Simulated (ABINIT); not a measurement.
# C: relaxation of cell and atoms with LDA

C:

```
C
1.0
     0.00000    1.78337    1.78337
     1.78337    0.00000    1.78337
     1.78337    1.78337    0.00000
C
2
Direct
  0.75000 0.75000 0.75000
  0.50000 0.50000 0.50000
```

This isn't the form of C at room conditions, which is graphite.

```yaml
Program: ABINIT 10.8.3 (patched build)
Task: relaxation of cell and atoms
Functional: LDA
Potentials_or_basis: PseudoDojo NC SR LDA v0.4.1 standard
Cutoff: 1116 eV
k_mesh: 10 × 10 × 10
Occupations: fermi-dirac, width 0.05 eV
Spin: no spin polarisation
Cell_freedom_optcell: 2
Optimiser_ionmov: 2
Cutoff_smearing_ecutsm_Ha: 0.5
Force_stop_Ha/bohr: 2e-05
```

The relaxed volume is 5.53 Å³/atom and the relaxed cell is a = 2.502 Å, b = 2.502 Å, c = 2.502 Å, α = 60.00°, β = 60.00°, γ = 60.00°. The space group after relaxing (to 0.05 Å) is Fd-3m (No. 227) and the energy gained by relaxing is 4.8 meV/atom. The ionic steps are 4, the pressure after relaxing is 0.0 GPa and the band gap on the k mesh is 4.24 eV, indirect (least direct gap 5.63 eV).

The path:
```
step  energy change (eV)  largest force (eV/Å)  pressure (GPa)  volume (Å³)
   1              0.0000                0.0000          -10.91        11.34
   2             -0.0082                0.0000            4.27        10.97
   3             -0.0095                0.0000           -0.11        11.07
   4             -0.0095                0.0000            0.00        11.07
```

Final structure:
```
C
1.0
     0.00000    1.76883    1.76883
     1.76883    0.00000    1.76883
     1.76883    1.76883    0.00000
C
2
Direct
  0.75000 0.75000 0.75000
  0.50000 0.50000 0.50000
```

Run time: 35 s on 1 thread of Intel(R) Xeon(R) Processor @ 2.70GHz, with other jobs on the host, peak memory 0.07 GiB.

The cell as given is a measured one (5.67 Å³/atom); LDA puts the equilibrium volume -2.4 % from it, thermal expansion not counted.
